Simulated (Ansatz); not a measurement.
**Se: response to strain**

Se is deformed so: equal xx and yy strain of -1 %. What stress and forces result, by LAPW, PAW and all-electron datasets made for the crystal?

Program: Ansatz 0.2.0. Level of theory: DFT PBEsol, scalar-relativistic. These are calculated values, not measurements.

### 1 Starting point

It takes space group P3_121 (No. 152, trigonal). The conventional cell has a = 4.366 Å, b = 4.366 Å, c = 4.954 Å, α = 90.00°, β = 90.00°, γ = 120.00°. Around Se (site symmetry 2) lie 2 Se at 2.37 Å.

As a file:

```
Se
1.0
     4.36620    0.00000    0.00000
    -2.18310    3.78124    0.00000
     0.00000    0.00000    4.95360
Se
3
Cartesian
  0.9841 0.0000 1.6512
  -0.4921 0.8523 3.3024
  1.6910 2.9289 0.0000
```

Atoms are numbered in the order of the input: Se1, Se2, Se3.

### 2 After the deformation

Space group P3_121 before, P3_121 after.

### 3 All-electron LAPW

Input file input.yaml:

```yaml
crystal:
  lattice:
    - [4.3225379494, 0.0, 0.0]
    - [-2.1612689748, 3.7434276731, 0.0]
    - [0.0, 0.0, 4.9536]
  atoms:
    - { symbol: Se, position: [0.2254, 0.0, 0.3333333333] }
    - { symbol: Se, position: [0.0, 0.2254, 0.6666666667] }
    - { symbol: Se, position: [0.7746, 0.7746, 0.0] }
kpoints:
  mp_grid: { grid: [6, 6, 5] }
  band_path:
    path:
      - [0.0, 0.0, 0.0]
      - [0.5, 0.0, 0.0]
      - [0.3333333333, 0.3333333333, 0.0]
      - [0.0, 0.0, 0.0]
      - [0.0, 0.0, 0.5]
      - [0.5, 0.0, 0.5]
      - [0.3333333333, 0.3333333333, 0.5]
      - [0.0, 0.0, 0.5]
      - [0.5, 0.0, 0.5]
    npoints: 5
scf:
  occupations: { method: fermi_dirac, width: 0.03 }
hamiltonian:
  xc: pbesol
  pseudopotentials: { kind: all_electron, lapw: { basis_error: 0.001 } }
output:
  forces: true
  stress: true
  eigenvalues: true
```

Started as:

```bash
ansatz run input.yaml --threads 1 --pin off --max-ram 6144MiB --backend cpu --events-out ev --progress --plain --runs-dir out
```

### 4 PAW on the default files

Input file input.yaml:

```yaml
crystal:
  lattice:
    - [4.3225379494, 0.0, 0.0]
    - [-2.1612689748, 3.7434276731, 0.0]
    - [0.0, 0.0, 4.9536]
  atoms:
    - { symbol: Se, position: [0.2254, 0.0, 0.3333333333] }
    - { symbol: Se, position: [0.0, 0.2254, 0.6666666667] }
    - { symbol: Se, position: [0.7746, 0.7746, 0.0] }
kpoints:
  mp_grid: { grid: [6, 6, 5] }
scf:
  occupations: { method: fermi_dirac, width: 0.03 }
hamiltonian:
  xc: pbesol
  pseudopotentials: { kind: paw }
output:
  forces: true
  stress: true
  eigenvalues: true
  efg: { contact_densities: true }
  write_density: true
  write_potential: true
  elf: true
  volumetric_format: npy
```

### 5 Datasets made for this crystal

Changes to input.yaml since step 4:

```diff
@@ -15,3 +15,3 @@
   xc: pbesol
-  pseudopotentials: { kind: paw }
+  pseudopotentials: { kind: all_electron, datasets: crystal }
 output:
@@ -21,5 +21 @@
   efg: { contact_densities: true }
-  write_density: true
-  write_potential: true
-  elf: true
-  volumetric_format: npy
```

(Steps that only read results are left out.)

What does the calculation give? Wanted: pressure; largest shear or deviatoric stress.

**Answer**, as computed:

| quantity | value |
| --- | --- |
| pressure | LAPW 1.13, PAW 1.14, crystal datasets 1.13 GPa |
| largest shear or deviatoric stress (LAPW) | 1.15 GPa |

**Reading.** The largest part of the stress beyond the pressure is 1.15 GPa in size, in the zz component; the atoms are carried along and not relaxed. No run of the undeformed cell stands beside it, so the pressure holds what the given cell had before the change. PAW: stress within 0.01 GPa of LAPW, forces within 5 meV/Å. Crystal datasets: stress within 0.01 GPa of LAPW, forces within 1 meV/Å.
